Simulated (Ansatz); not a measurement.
# Hf: stiffness from a series of strains

```
CELL_PARAMETERS angstrom
0.00000 2.22000 2.22000
2.22000 0.00000 2.22000
2.22000 2.22000 0.00000
ATOMIC_POSITIONS crystal
Hf 0.00000 0.00000 0.00000
```

The cell is COD entry 1534929, as deposited and not checked against the literature; nothing was relaxed.

Spin–orbit coupling is left out, though it moves levels of the heavy atoms by tenths of an eV or more.

Method: DFT, PBE, all-electron LAPW, scalar-relativistic (Ansatz 0.2.0).

Numerical set-up: a Γ-centred 13×13×13 k mesh, Fermi–Dirac smearing of 0.03 eV, basis error target 1 meV/atom, no spin polarisation.

The strain is applied along the Cartesian axes of the cell as listed (the other components stay zero). Fractional coordinates are held (clamped ions).

σ is the change of stress from the unstrained cell, which is at 3.28 GPa; tension is positive, so slopes are stress–strain coefficients at that pressure. In a metal the k mesh adds noise.

Only quantities that a quadratic follows smoothly over the whole series are listed; rougher ones are left out.

```
    εzz  σzz (GPa)  σxx (GPa)
-0.0300      -4.35      -3.36
-0.0200      -2.73      -2.26
 0.0000       0.00       0.00
 0.0100       1.42       1.00
 0.0200       3.01       1.86
 0.0300       4.56       2.66
```

**Question.** Fit the series and read off the stiffness at zero strain.

**Answer.** Least-squares fits y = p0 + p1 x + p2 x² to the rows give σzz (GPa): p1 = 147, p2 = 130; σxx (GPa): p1 = 101, p2 = -400. So C11 = 147 GPa and C12 = 101 GPa, which gives B = (C11 + 2 C12)/3 = 116 GPa.

**Question.** One run, at εzz = -0.0100, is withheld. Predict its row.

**Answer.** The fits give -1.44, -1.06; the run gave -1.30, -1.13.
